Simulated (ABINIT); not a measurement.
Crystal: SrCl2.

```
Sr Cl
1.0
     0.00000    3.48835    3.48835
     3.48835    0.00000    3.48835
     3.48835    3.48835    0.00000
Sr Cl
1 2
Cartesian
  0.0000 0.0000 0.0000
  5.2325 5.2325 5.2325
  1.7442 1.7442 1.7442
```

```yaml
Program: ABINIT 10.8.3 (patched build)
Task: relaxation of cell and atoms
Functional: PBE
Potentials_or_basis: PseudoDojo NC SR PBE v0.4.1 standard
Cutoff: 925 eV
k_mesh: 5 × 5 × 5
Occupations: fermi-dirac, width 0.05 eV
Spin: no spin polarisation
```

At the start: pressure 1.0 GPa; volume 28.30 Å³/atom.

Task: Where does the relaxation end?

Result: Over 4 steps the energy falls by 2.3 meV/atom and the volume is 29.07 Å³/atom (+2.7 %); space group Fm-3m (No. 225, to 0.05 Å).

The path:
```csv
step,energy change (eV),largest force (eV/Å),pressure (GPa),volume (Å³)
1,0.0000,0.0000,0.97,84.90
2,-0.0014,0.0000,0.86,85.15
3,-0.0068,0.0000,0.03,87.14
4,-0.0068,0.0000,0.00,87.22
```

Final structure:
```
Sr Cl
1.0
     0.00000    3.51988    3.51988
     3.51988    0.00000    3.51988
     3.51988    3.51988    0.00000
Sr Cl
1 2
Direct
  0.00000 0.00000 0.00000
  0.75000 0.75000 0.75000
  0.25000 0.25000 0.25000
```
